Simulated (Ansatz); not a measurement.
# Sn (I4/mmm) in Ansatz: further runs

The runs below take Sn through single point, with PBE.

All numbers are computed with Ansatz 0.2.0; they aren't measurements. Logs are shortened: lines on timing, memory, paths and dates and some standing lists are left out, and cuts for length are marked.

## (1) The crystal as given

The structure is tetragonal, space group I4/mmm (No. 139). The conventional cell has a = 4.058 Å, b = 4.058 Å, c = 3.322 Å, α = 90.00°, β = 90.00°, γ = 90.00°. Sn (site symmetry 4/mmm) is surrounded by 10 Sn at 3.32 Å.

This isn't the form of Sn at room conditions, which is tetragonal (white tin).

## (2) Single point, PBE

Input file input.yaml:

```yaml
crystal:
  lattice:
    - [-2.029189411, 2.029189411, 1.6607599896]
    - [2.029189411, -2.029189411, 1.6607599896]
    - [2.029189411, 2.029189411, -1.6607599896]
  atoms:
    - { symbol: Sn, position: [0.0, 0.0, 0.0] }
hamiltonian:
  xc: pbe
  pseudopotentials: { kind: paw }
kpoints:
  mp_grid: { grid: [10, 10, 10] }
scf:
  occupations: { method: gaussian, width: 0.023 }
output:
  forces: true
  stress: true
  eigenvalues: true
```

Potentials or basis: Ansatz PAW.

Started as:

```
$ ansatz run input.yaml --threads 2 --pin off --max-ram 5632MiB --backend cpu --events-out ev --progress --plain --runs-dir out
```

The log of the run:

```text
Warning: RAYON_NUM_THREADS=2 ignored (pool sized by the plan → 2); use --threads N
Engine: ansatz 0.2.0, aarch64-unknown-linux-gnu
Pseudopotentials: kind: paw
Pseudopotential: Sn, paw, valence charge 14, recommended cutoff 420 eV (normal), Sn.paw.azcp
Functional definition: PBE
  parameter kappa = 0.804
  parameter beta = 0.06672455060314922
  exchange = pbe_x(kappa = kappa, mu = beta*pi^2/3)
  correlation = pbe_c(beta = beta)
Crystal: 1 atoms, lattice volume = 27.353 Å³
Basis set: ecut = 420 eV, 545 PW (Γ), exchange–correlation on 48×48×48 points (8 copies of the dense FFT grid, shifted against one another)
Bands: 11, of which v1, the nominal top of the filled ones, is band 7 counted from 1 (6 counted from 0)
Symmetry: 16 space group operations
Space group: I4/mmm (ITA 139), of the structure as read, at distance tolerance 3.0e-5 Å
k-points: 102 of 1000
Non-local potential: Sn, projectors of the file, l = 0: 2, l = 1: 2, l = 2: 2, l = 3: 2
PAW form: soft (Blöchl's): semilocal exchange-correlation on the pseudo side does not see the compensation charge
PAW one-centre angular grid: Sn, 590 points (default); XC on 64 Gauss nodes
Initial density: superposition of atomic densities (neutral atoms: chi_scale 0, normalization atom), corrected by the library's trained network
Initial wavefunctions: pseudopotential atomic-orbital guess
Functional: x = pbe(κ = 0.804, μ = 0.2195149727645171), c = pbe(β = 0.06672455060314922)
SCF iter   1: F=—  HF=-6024.142478 eV  |F-HF|=—  |Δ(HF+E_count)|=         —  Δρ=7.28e-4  dr2=1.16e-4  ethr=1.77e-3  ⟨swp⟩=6.0  Hψ=6677  notcnv=0
preconditioner: auto → none  [metal: Δε(μ)=0.010 eV  Ē_g=23.173 eV  σ=0.023 eV  W_gap=0.23  n_scr=4 (ndim 8)  ℏωp=26.6 eV  f_vac=0.000  D(μ)=1.76/eV (n_scr^D=16)  sad-step TF]
SCF iter   2: F=—  HF=-6024.141884 eV  |F-HF|=—  |Δ(HF+E_count)|=   5.94e-4  Δρ=5.21e-4  dr2=6.50e-5  ethr=8.27e-7  ⟨swp⟩=2.3  Hψ=2828  notcnv=0
SCF iter   3: F=—  HF=-6024.141896 eV  |F-HF|=—  |Δ(HF+E_count)|=   1.22e-5  Δρ=2.26e-4  dr2=1.11e-5  ethr=4.64e-7  ⟨swp⟩=2.1  Hψ=1820  notcnv=0
SCF iter   4: F=—  HF=-6024.141903 eV  |F-HF|=—  |Δ(HF+E_count)|=   7.40e-6  Δρ=9.52e-5  dr2=2.25e-6  ethr=7.90e-8  ⟨swp⟩=1.0  Hψ=1100  notcnv=0
SCF iter   5: F=—  HF=-6024.141905 eV  |F-HF|=—  |Δ(HF+E_count)|=   1.42e-6  Δρ=3.80e-5  dr2=3.02e-7  ethr=1.61e-8  ⟨swp⟩=2.0  Hψ=1260  notcnv=0
SCF iter   6: F=-6024.141905 eV  HF=-6024.141905 eV  |F-HF|=7.30e-8  |Δ(HF+E_count)|=   1.02e-7  Δρ=1.47e-5  dr2=4.17e-8  ethr=7.14e-10  ⟨swp⟩=5.3  Hψ=4961  notcnv=0
SCF 1 converged in 6 iterations: F = -6024.141905 eV  dr2 = 4.17e-8
SCF converged after 6 iterations
Free energy (F): -6024.141905 eV
Harris-Foulkes:  -6024.141905 eV  (|F-HF|=7.30e-8)
Internal energy: -6024.141442 eV  (E = F + TS)
E sigma→0 (E₀):  -6024.141673 eV
Entropy (-TS):   -0.000463 eV (-0.463 meV/atom)
Fermi energy:    10.669071 eV
--- Per-component energies (eV) ---
  E_band       = -82.342389
  E_kinetic    = 185.949021
  E_local      = -831.848914  (includes V_loc(G=0)·N_el)
  E_nonlocal   = -32.676424
  E_hartree    = 522.739903
  E_xc         = -382.866207
  E_vxc        = -96.289848  (∫ρ·V_xc dr)
  E_paw        = -4134.880847  (= ΣΔE_a)
  E_vpaw       = -352.947305  (= ΣTr[D̂ρ^β])
  E_aug_tail   = -0.000000  (compensation charges beyond the density's cutoff)
  E_ewald      = -1350.557974
  E_smearing   = -0.000463  (= −TS)
  E_closure    = -0.000000  (closes the sum)
  Σ components = -6024.141905   (vs F -6024.141905, Δ=0.00e0)
--- Forces (eV/Å), atoms counted from 1 ---
  atom   1  Sn     0.00000000     0.00000000     0.00000000
  max |Σ_I F_I| component: 7.89e-31 eV/Å
--- Stress (GPa, compression-positive) ---
        0.329322       0.000000       0.000000
        0.000000       0.329322       0.000000
       -0.000000       0.000000       1.776345
  P = ⅓ Tr σ = 0.8117 GPa (8.117 kbar)
--- Band table (eV; the first three rows and the last of 102) ---
  k-point 0: bands = ["-10.8333", "-10.7594", "-10.7594", "-10.7576", "-10.6419", "-0.3058", "17.5037", "17.5037", "20.0663", "20.9693", "22.1188"]
  k-point 1: bands = ["-10.8233", "-10.7618", "-10.7617", "-10.7446", "-10.6461", "-0.1181", "15.4719", "17.6394", "19.4827", "21.5860", "22.4280"]
  k-point 2: bands = ["-10.7989", "-10.7712", "-10.7677", "-10.7056", "-10.6571", "0.4441", "12.4800", "17.9855", "18.3825", "21.7679", "22.0061"]
  k-point 101: bands = ["-10.8693", "-10.8030", "-10.6163", "-10.6163", "-10.5839", "7.3386", "9.1733", "9.1733", "13.2619", "13.7886", "16.8203"]
```

Run time: 0.69 s. Hardware: 2 threads of Arm Neoverse V2, shared host; peak memory 0.27 GiB.

Results:

```yaml
Free_energy: -6024.1419 eV
Pressure: 0.8 GPa
Band_gap_on_the_k_mesh: none (metal or under the smearing width)
```

Stress tensor (GPa, compression positive):
```
0.33 0.00 0.00
0.00 0.33 0.00
0.00 0.00 1.78
```

## (3) Single point, PBE

input.yaml: that of step 2 with these lines changed.

```diff
@@ -13,3 +13,3 @@
 scf:
-  occupations: { method: gaussian, width: 0.023 }
+  occupations: { method: gaussian, width: 0.024 }
 output:
```

Potentials or basis: Ansatz PAW.

Started as:

```
$ ansatz run input.yaml --threads 2 --pin off --max-ram 5632MiB --backend cpu --events-out ev --progress --plain --runs-dir out
```

The log of the run:

```text
Warning: RAYON_NUM_THREADS=2 ignored (pool sized by the plan → 2); use --threads N
[... 8 set-up lines as earlier in the session ...]
Crystal: 1 atoms, lattice volume = 27.353 Å³
Basis set: ecut = 420 eV, 545 PW (Γ), exchange–correlation on 48×48×48 points (8 copies of the dense FFT grid, shifted against one another)
Bands: 11, of which v1, the nominal top of the filled ones, is band 7 counted from 1 (6 counted from 0)
[... 2 set-up lines as earlier in the session ...]
k-points: 102 of 1000
[... 6 set-up lines as earlier in the session ...]
SCF iter   1: F=—  HF=-6024.142494 eV  |F-HF|=—  |Δ(HF+E_count)|=         —  Δρ=7.26e-4  dr2=1.15e-4  ethr=1.77e-3  ⟨swp⟩=6.0  Hψ=6680  notcnv=0
preconditioner: auto → none  [metal: Δε(μ)=0.010 eV  Ē_g=23.173 eV  σ=0.024 eV  W_gap=0.22  n_scr=4 (ndim 8)  ℏωp=26.6 eV  f_vac=0.000  D(μ)=1.72/eV (n_scr^D=16)  sad-step TF]
SCF iter   2: F=—  HF=-6024.141904 eV  |F-HF|=—  |Δ(HF+E_count)|=   5.90e-4  Δρ=5.20e-4  dr2=6.45e-5  ethr=8.21e-7  ⟨swp⟩=2.3  Hψ=2822  notcnv=0
SCF iter   3: F=—  HF=-6024.141916 eV  |F-HF|=—  |Δ(HF+E_count)|=   1.19e-5  Δρ=2.26e-4  dr2=1.10e-5  ethr=4.61e-7  ⟨swp⟩=2.1  Hψ=1819  notcnv=0
SCF iter   4: F=—  HF=-6024.141924 eV  |F-HF|=—  |Δ(HF+E_count)|=   7.41e-6  Δρ=9.50e-5  dr2=2.24e-6  ethr=7.88e-8  ⟨swp⟩=1.0  Hψ=1100  notcnv=0
SCF iter   5: F=—  HF=-6024.141925 eV  |F-HF|=—  |Δ(HF+E_count)|=   1.42e-6  Δρ=3.77e-5  dr2=2.97e-7  ethr=1.60e-8  ⟨swp⟩=2.0  Hψ=1267  notcnv=0
SCF iter   6: F=-6024.141925 eV  HF=-6024.141925 eV  |F-HF|=7.12e-8  |Δ(HF+E_count)|=   9.89e-8  Δρ=1.45e-5  dr2=4.07e-8  ethr=7.14e-10  ⟨swp⟩=5.3  Hψ=4959  notcnv=0
SCF 1 converged in 6 iterations: F = -6024.141925 eV  dr2 = 4.07e-8
SCF converged after 6 iterations
Free energy (F): -6024.141925 eV
Harris-Foulkes:  -6024.141925 eV  (|F-HF|=7.12e-8)
Internal energy: -6024.141435 eV  (E = F + TS)
E sigma→0 (E₀):  -6024.141680 eV
Entropy (-TS):   -0.000490 eV (-0.490 meV/atom)
Fermi energy:    10.669344 eV
--- Per-component energies (eV) ---
  E_band       = -82.341711
  E_kinetic    = 185.949350
  E_local      = -831.849725  (includes V_loc(G=0)·N_el)
  E_nonlocal   = -32.676455
  E_hartree    = 522.740418
  E_xc         = -382.866360
  E_vxc        = -96.290036  (∫ρ·V_xc dr)
  E_paw        = -4134.880690  (= ΣΔE_a)
  E_vpaw       = -352.947069  (= ΣTr[D̂ρ^β])
  E_aug_tail   = -0.000000  (compensation charges beyond the density's cutoff)
  E_ewald      = -1350.557974
  E_smearing   = -0.000490  (= −TS)
  E_closure    = -0.000000  (closes the sum)
  Σ components = -6024.141925   (vs F -6024.141925, Δ=0.00e0)
--- Forces (eV/Å), atoms counted from 1 ---
  atom   1  Sn     0.00000000     0.00000000     0.00000000
  max |Σ_I F_I| component: 7.89e-31 eV/Å
--- Stress (GPa, compression-positive) ---
        0.332804      -0.000000       0.000000
       -0.000000       0.332804       0.000000
       -0.000000       0.000000       1.772608
  P = ⅓ Tr σ = 0.8127 GPa (8.127 kbar)
--- Band table (eV; the first three rows and the last of 102) ---
  k-point 0: bands = ["-10.8332", "-10.7593", "-10.7593", "-10.7576", "-10.6418", "-0.3058", "17.5037", "17.5037", "20.0663", "20.9693", "22.1188"]
  k-point 1: bands = ["-10.8232", "-10.7617", "-10.7616", "-10.7445", "-10.6460", "-0.1181", "15.4720", "17.6394", "19.4827", "21.5860", "22.4280"]
  k-point 2: bands = ["-10.7988", "-10.7711", "-10.7676", "-10.7055", "-10.6570", "0.4441", "12.4801", "17.9855", "18.3826", "21.7679", "22.0061"]
  k-point 101: bands = ["-10.8693", "-10.8029", "-10.6162", "-10.6162", "-10.5838", "7.3386", "9.1733", "9.1733", "13.2619", "13.7887", "16.8203"]
```

Wall time 0.7 s (2 threads of Arm Neoverse V2, shared host); peak memory 0.27 GiB.

What came out:

```
Free energy            : -6024.1419 eV
Pressure               : 0.8 GPa
Band gap on the k mesh : none (metal or under the smearing width)
```
